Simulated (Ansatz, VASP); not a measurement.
Given: the input of a run of Ansatz 0.2.0 on InPd. The cell comes from a database or a generator and needn't be the stable form of this composition.

Contents of input.yaml:

```yaml
crystal:
  lattice:
    - [3.27188478, 0.0, 0.0]
    - [0.0, 3.27188478, 0.0]
    - [0.0, 0.0, 3.27188478]
  atoms:
    - { symbol: In, position: [0.0, 0.0, 0.0] }
    - { symbol: Pd, position: [0.5, 0.5, 0.5] }
hamiltonian:
  xc: pbe
  pseudopotentials: { kind: paw }
kpoints:
  mp_grid: { grid: [8, 8, 8] }
scf:
  occupations: { method: gaussian, width: 0.017 }
output:
  forces: true
  stress: true
  eigenvalues: true
```

Potentials or basis: Ansatz PAW.

Launch:

```bash
$ ansatz run input.yaml --threads 2 --pin off --max-ram 5632MiB --backend cpu --events-out ev --progress --plain --runs-dir out
```

Problem. Set up the same calculation for VASP 6.6.1. Potentials or basis there: PBE PAW files In_d, Pd, 520 eV.

Solution. As run (cutoffs and basis follow the program's own potentials, and thresholds, step limits or extra output files can differ):

INCAR

```
PREC     = Accurate       # precision mode
ENCUT    = 520            # plane-wave cutoff, eV
EDIFF    = 1E-7           # SCF threshold, eV
ISMEAR   = 0              # smearing method
SIGMA    = 0.017          # smearing width, eV
LREAL    = F              # projectors in reciprocal space
LASPH    = T              # aspherical terms in the spheres
NELM     = 100            # most SCF steps
ALGO     = Fast           # electronic algorithm
ISIF     = 2              # what is computed and relaxed
LWAVE    = F              # write WAVECAR
LCHARG   = F              # write CHGCAR
GGA      = PE             # functional
```

File KPOINTS:

```
Automatic mesh
0
Gamma
  8 8 8
```

POSCAR

```
InPd
1.0
    3.2718847800      0.0000000000      0.0000000000
    0.0000000000      3.2718847800      0.0000000000
    0.0000000000      0.0000000000      3.2718847800
In Pd
1 1
Direct
    0.0000000000      0.0000000000      0.0000000000
    0.5000000000      0.5000000000      0.5000000000
```

Potentials or basis: VASP PAW PBE potentials, release 64 (In_d, Pd).

Command:

```sh
$ cat potpaw_PBE.64/In_d/POTCAR potpaw_PBE.64/Pd/POTCAR > POTCAR
$ mpirun -np 1 vasp_std > vasp.out
```

Both were run:

|  | Ansatz | VASP |
| --- | --- | --- |
| Pressure | 3.7 GPa | 3.7 GPa |

Ansatz's pressure holds a Pulay term of +0.08 GPa for its cutoff of 420 eV, which the other run lacks.

The potentials hold 31 and 23 valence electrons a cell.

Where Ansatz's input types no cutoff or centring, it takes its own default and a Γ-centred mesh.

Pressure is positive in compression.
